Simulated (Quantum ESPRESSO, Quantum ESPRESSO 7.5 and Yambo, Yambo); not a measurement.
# Excitons of AlN (P6_3mc): kernels and approximations

Aim: follow the lowest exciton of AlN (P6_3mc) as the mesh is refined.

Calculated with Quantum ESPRESSO 7.5 and Yambo 5.3.0; PBE and many-body steps on it, plane waves.

The database entry behind the starting cell differs from later determinations by our own check (inner coordinate u about 0.002 short), so it need not match the best structure at ambient conditions.

## 1. Starting point

It takes space group P6_3mc (No. 186, hexagonal). Conventional cell: a = 3.113 Å, b = 3.113 Å, c = 4.981 Å, α = 90.00°, β = 90.00°, γ = 120.00°. Nearest to Al lie 4 N at 1.89 Å. Nearest to N lie 4 Al at 1.89 Å. Farther neighbours and most contacts between anions are not listed.

The cell and positions come from the Crystallography Open Database and are kept as given unless a step says otherwise.

## 2. Empty states on the mesh, 3×3×4 mesh, 69 bands

This step: Quantum ESPRESSO 7.5; DFT, PBE, plane waves, norm-conserving pseudopotentials.

The sums over transitions need many empty states on a uniform mesh; this step solves for them.

pw.in reads:

```
&control
  calculation = 'nscf'
  prefix = 'x'
  outdir = 'o'
  pseudo_dir = 'pseudo'
/
&system
  ibrav = 0
  nat = 4
  ntyp = 2
  ecutwfc = 72.0
  nbnd = 69
  force_symmorphic = .true.
/
&electrons
  conv_thr = 1e-9
  electron_maxstep = 80
  diago_full_acc = .true.
  diago_thr_init = 5e-6
/
ATOMIC_SPECIES
  Al 26.982 Al.upf
  N 14.007 N.upf
CELL_PARAMETERS angstrom
  3.1130000000 -0.0000000000 0.0000000000
  -1.5565000000 2.6959370820 0.0000000000
  0.0000000000 0.0000000000 4.9810000000
ATOMIC_POSITIONS crystal
  Al 0.3333333333 0.6666666667 0.0000000000
  Al 0.6666666667 0.3333333333 0.5000000000
  N 0.3333333333 0.6666666667 0.3800000000
  N 0.6666666667 0.3333333333 0.8800000000
K_POINTS automatic
  3 3 4 0 0 0
```

Started as:

```bash
$ OMP_NUM_THREADS=1 mpirun -n 8 pw.x -nk 4 -in pw.in > pw.out
```

Output:

```text
Program PWSCF v.7.5 starts

     This program is part of the open-source Quantum ESPRESSO suite
     for quantum simulation of materials; please cite
         "P. Giannozzi et al., J. Phys.:Condens. Matter 21 395502 (2009);
         "P. Giannozzi et al., J. Phys.:Condens. Matter 29 465901 (2017);
         "P. Giannozzi et al., J. Chem. Phys. 152 154105 (2020);
     in publications or presentations arising from this work. More details at

     Atomic positions and unit cell read from directory:
     o/x.save/

     Message from routine setup:
[...]
k = 0.0000 0.0000-0.3125 (  2858 PWs)   bands (ev):

[...]
55.9201  55.9201  57.8163  57.8163  61.7766  61.7766  64.7753  64.7753
    65.8752  65.8752  65.8752  65.8752  67.4600  67.4600  67.4600  67.4600
    70.8077  70.8077  71.3464  71.3464  73.1164

          k = 0.0000 0.3849 0.0000 (  2892 PWs)   bands (ev):

     [... further k-points ...]

     highest occupied, lowest unoccupied level (ev):     7.1067   11.3272

     XML data file, pseudopotentials, collected wavefunctions

=------------------------------------------------------------------------------=
   JOB DONE.
=------------------------------------------------------------------------------=
```

It took 3 s on 8 MPI ranks of Arm Neoverse V1, shared host; peak memory 0.41 GiB; 22 s of CPU time.

Numbers from this step:

- gap: 4.221 eV
- k of the valence top: 0, 0, 0
- k of the conduction bottom: 0, 0, 0
- least direct gap: 4.221 eV
- k points computed: 10
- lowest point of the top converged band, above the valence top: 63.2687 eV

On this mesh the gap is 4.221 eV.

The density comes from a self-consistent run that is not shown.

## 3. Conversion and set-up

This step: Yambo 5.3.0; conversion and set-up on PBE, plane waves, norm-conserving pseudopotentials.

The states are converted to the many-body program's format and the q mesh is built.

Started as:

```bash
$ (cd o/x.save; p2y > p2y.log; mv SAVE ../..); yambo > setup.log
```

Output:

```text
 Yambo, version 5.3.0

 [02] CORE Variables Setup
 =========================

  [02.01] Unit cells
  ==================

  Cell kind             :  HCP
  Atoms in the cell     :  Al  N
  number of Al atoms    :  2
  number of N  atoms    :  2

  List of atomic masses
  Mass of Al    :  26.98200
  Mass of N     :  14.00700

  List of atomic coordinates    : [cc]
  Al1       : -0.29414E-09   3.3964       0.0000      order 1
  Al2       :  2.941359  1.698194  4.706363  order 2
  N1       : -0.29414E-09   3.3964       3.5768      order 3
[...]
IBZ Q-points                                      :  10
 BZ  Q-points                                      :   36

 K/Q-points units:
 rlu = crystal or reduced units; cc = cartesian coordinates; iku = interal k-units

 Q [ 1]         [rlu]:  0.000000  0.000000  0.000000
 Q [ 2]         [rlu]:  0.000000  0.000000  0.250000
 Q [ 3]         [rlu]:  0.000000  0.000000 -0.500000
[...]
Q [ 8]         [rlu]:  0.333333  0.333333  0.250000
 Q [ 9]         [rlu]:  0.333333  0.333333 -0.500000
 Q [10]         [rlu]:  0.40821E-19 -0.33333      0.25000

  [03.01] X indexes
  =================

   [03.01.01] Sigma indexes
   ========================

 [06] Game Over & Game summary
```

It took 2.2 s on 1 MPI rank; peak memory 0.23 GiB.

## 4. Screening and self-energy, 3×3×4 mesh, 69 bands, screening to 129.3 eV

Now the one-shot GW correction: screening in the RPA, then the self-energy of the levels asked for.

This step: G0W0 on PBE, plane waves, norm-conserving pseudopotentials.

gw1.in reads:

```
HF_and_locXC
gw0
dyson
ppa
em1d
rim_cut
RandQpts= 1000000
RandGvec= 1 RL
EXXRLvcs= 72 Ry
VXCRLvcs= 288 Ry
Chimod= "HARTREE"
% BndsRnXp
 1 | 69 |
%
NGsBlkXp= 9.5 Ry
% LongDrXp
 1 | 1 | 1 |
%
% GbndRnge
 1 | 69 |
%
DysSolver= "n"
ExtendOut
PPAPntXp= 27.21138 eV
% QPkrange
 1 | 1 | 7 | 10 |
%
```

Started as:

```bash
$ OMP_NUM_THREADS=1 mpirun -n 8 yambo -F gw1.in -J gw1 -C gw1 > gw1.log
```

Output:

```text
 Yambo, version 5.3.0

 [02] CORE Variables Setup
 =========================

  [... cell, symmetries and grids as in the set-up ...]

  [02.05] Energies & Occupations
  ==============================

  [X] === General ===
  [X] Electronic Temperature                        :  0.000000  0.000000 [eV K]
  [X] Bosonic    Temperature                        :  0.000000  0.000000 [eV K]
  [X] Finite Temperature mode                       : no
  [X] El. density                                   :  0.38275E+24 [cm-3]
[...]
Sx RL components                                 :  2875

   QP @ state[ 1 ] K range                          :  1  1
   QP @ state[ 1 ] b range                          :   7  10
   GF energies kind                                 : Perdew, Burke & Ernzerhof(X)+Perdew, Burke & Ernzerhof(C)
   GF WF`s kind                                     : Perdew, Burke & Ernzerhof(X)+Perdew, Burke & Ernzerhof(C)
   Xs energies kind                                 : Perdew, Burke & Ernzerhof(X)+Perdew, Burke & Ernzerhof(C)
   Xs WF`s kind                                     : Perdew, Burke & Ernzerhof(X)+Perdew, Burke & Ernzerhof(C)

 [11] Game Over & Game summary
```

It took 11 s on 8 MPI ranks; peak memory 2.5 GiB; 74 s of CPU time.

This step gave:

```yaml
g0w0_gap_on_the_points_computed: 5.458 eV
starting_gap_on_the_mesh: 4.221 eV
k_of_the_valence_top: 0, 0, 0
k_of_the_conduction_bottom: 0, 0, 0
least_direct_g0w0_gap_on_the_computed_points: 5.458 eV
```

The gap on the mesh goes from 4.22 eV to 5.46 eV, a correction of +1.24 eV.

The gap opens by 1.237 eV; the next steps shift the empty bands rigidly by 1.237 eV.

## 5. Empty states on the mesh, 3×3×4 mesh, 17 bands

This step: Quantum ESPRESSO 7.5; DFT, PBE, plane waves, norm-conserving pseudopotentials.

Edit pw.in of step 2 so:

```diff
@@ -11,3 +11,3 @@
   ecutwfc = 72.0
-  nbnd = 69
+  nbnd = 17
   force_symmorphic = .true.
```

Started as:

```bash
$ OMP_NUM_THREADS=1 mpirun -n 8 pw.x -nk 4 -in pw.in > pw.out
```

Output:

```text
[banner, memory and clock lines left out]
Program PWSCF v.7.5 starts

     Atomic positions and unit cell read from directory:
     o/x.save/

     Message from routine setup:
     using ibrav=0 with symmetry is DISCOURAGED, use correct ibrav instead

     bravais-lattice index     =            0
     lattice parameter (alat)  =       5.8827  a.u.
     unit-cell volume          =     282.0993 (a.u.)^3
     number of atoms/cell      =            4
     number of atomic types    =            2
     number of electrons       =        16.00
[...]
21.6424

          k = 0.0000 0.0000 0.1562 (  2893 PWs)   bands (ev):

    -7.8016  -6.3221   1.9309   5.9103   6.3661   6.3661   6.8267   6.8267
    12.2778  13.8969  17.3750  18.2652  18.2653  18.8620  19.5420  19.5420
    22.6393

          k = 0.0000 0.0000-0.3125 (  2858 PWs)   bands (ev):

    -7.1501  -7.1501   3.7936   3.7936   6.5919   6.5919   6.5919   6.5919
    13.5732  13.5732  17.4519  17.4519  18.6140  18.6140  18.6140  18.6140
    24.9920

          k = 0.0000 0.3849 0.0000 (  2892 PWs)   bands (ev):

     [... further k-points ...]

     highest occupied, lowest unoccupied level (ev):     7.1067   11.3272

     XML data file, pseudopotentials, collected wavefunctions
```

Run time: 1.2 s. Hardware: 8 MPI ranks; peak memory 0.05 GiB; 8.4 s of CPU time.

Numbers from this step:

```yaml
gap: 4.221 eV
k_of_the_valence_top: 0, 0, 0
k_of_the_conduction_bottom: 0, 0, 0
least_direct_gap: 4.221 eV
k_points_computed: 10
lowest_point_of_the_top_converged_band_above_the_valence_top: 14.54 eV
```

On this mesh the gap is 4.221 eV.

## 6. Conversion and set-up

This step: Yambo 5.3.0; conversion and set-up on PBE, plane waves, norm-conserving pseudopotentials.

Started as:

```bash
$ (cd o/x.save; p2y > p2y.log; mv SAVE ../..); yambo > setup.log
```

Output:

```text
 Yambo, version 5.3.0

 [02] CORE Variables Setup
 =========================

  [02.01] Unit cells
  ==================

  Cell kind             :  HCP
  Atoms in the cell     :  Al  N
  number of Al atoms    :  2
  number of N  atoms    :  2

  List of atomic masses
  Mass of Al    :  26.98200
  Mass of N     :  14.00700

  List of atomic coordinates    : [cc]
  Al1       : -0.29414E-09   3.3964       0.0000      order 1
  Al2       :  2.941359  1.698194  4.706363  order 2
  N1       : -0.29414E-09   3.3964       3.5768      order 3
[...]
IBZ Q-points                                      :  10
 BZ  Q-points                                      :   36

 K/Q-points units:
 rlu = crystal or reduced units; cc = cartesian coordinates; iku = interal k-units

 Q [ 1]         [rlu]:  0.000000  0.000000  0.000000
 Q [ 2]         [rlu]:  0.000000  0.000000  0.250000
 Q [ 3]         [rlu]:  0.000000  0.000000 -0.500000
[...]
Q [ 8]         [rlu]:  0.333333  0.333333  0.250000
 Q [ 9]         [rlu]:  0.333333  0.333333 -0.500000
 Q [10]         [rlu]:  0.40821E-19 -0.33333      0.25000

  [03.01] X indexes
  =================

   [03.01.01] Sigma indexes
   ========================

 [06] Game Over & Game summary
```

Wall time 2.2 s (1 MPI rank); peak memory 0.23 GiB.

(Part 1 of 5 ends here.)

[Paths, hosts, dates, memory and timing lines, banners, echoed tables and standing remarks are left out of the program output.]

[Logs are printed without paths, hosts, clocks, repeated set-up lines and the standing remarks that a program may print on its own settings, such as how far it seeks lower states.]

[Runs of the session that timed out or met a known fault of the program may be left out.]

[Hosts, paths, dates, database ids (printed as entryN), source tags and the programs' standing remarks are cut or masked in the printed files.]
